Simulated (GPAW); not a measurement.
TiTe:

```xyz
2
Lattice="0.0000 3.0501 3.0501 3.0501 0.0000 3.0501 3.0501 3.0501 0.0000" Properties=species:S:1:pos:R:3 pbc="T T T"
Ti    3.0501    3.0501    3.0501
Te    0.0000    0.0000    0.0000
```

The cell comes from a database or a generator and needn't be the stable form of this composition.

| Item | Value |
| --- | --- |
| Program | GPAW 26.7.0 |
| Task | relaxation of cell and atoms |
| Functional | PBE |
| Potentials or basis | GPAW PAW data sets (gpaw-data 1.2.1) |
| Cutoff | 600 eV |
| Basis | pw |
| k mesh | 8 × 8 × 8 |
| Occupations | fermi-dirac, width 0.05 eV |
| Spin | no spin polarisation |

At the start: pressure -11.0 GPa; volume 28.37 Å³/atom.

How do energy, volume and symmetry change on relaxing?

Over 6 steps the energy falls by 244.5 meV/atom and the volume is 22.43 Å³/atom (-20.9 %); space group Fm-3m (No. 225, to 0.05 Å).

The path:
```
step  energy change (eV)  largest force (eV/Å)  pressure (GPa)  volume (Å³)
   1              0.0000                0.0000          -10.99        56.75
   2             -0.1492                0.0000           -9.95        54.43
   3             -0.4037                0.0000            7.72        41.37
   4             -0.4862                0.0000           -1.57        45.81
   5             -0.4891                0.0000           -0.16        44.96
   6             -0.4891                0.0000            0.00        44.86
```

Final structure:
```
Ti Te
1.0
     0.00000    2.82028    2.82028
     2.82028    0.00000    2.82028
     2.82028    2.82028    0.00000
Ti Te
1 1
Direct
  0.50000 0.50000 0.50000
  0.00000 0.00000 0.00000
```

Caveat: later steps reuse the first step's grids; the volume moved by over 15 % at a fixed basis, so the end points are rough.
